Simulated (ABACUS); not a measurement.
Crystal: MgO.

```
CELL_PARAMETERS angstrom
0.00000 2.09700 2.09700
2.09700 0.00000 2.09700
2.09700 2.09700 0.00000
ATOMIC_POSITIONS crystal
Mg 0.00000 0.00000 0.00000
O 0.50000 0.50000 0.50000
```

The cell is a database's computed one.

Base run:

- Program: ABACUS 3.10.1
- Functional: r2SCAN
- Potentials or basis: SG15 ONCV 1.2 PBE
- Cutoff: 1320 eV
- Density cutoff: 5279 eV
- Basis: plane waves
- k mesh: 7 × 7 × 7
- Occupations: fermi-dirac, width 0.05 eV
- Spin: no spin polarisation

Its results: band gap on the k mesh 5.67 eV, direct; pressure 1.4 GPa.

Problem. The run is repeated on the same cell with these changes: functional from r2SCAN to rSCAN. What comes out?

Solution. Band gap on the k mesh 5.64 eV, direct; pressure 0.5 GPa.

Caveats: the potentials were made for another functional, which shifts forces and pressure.

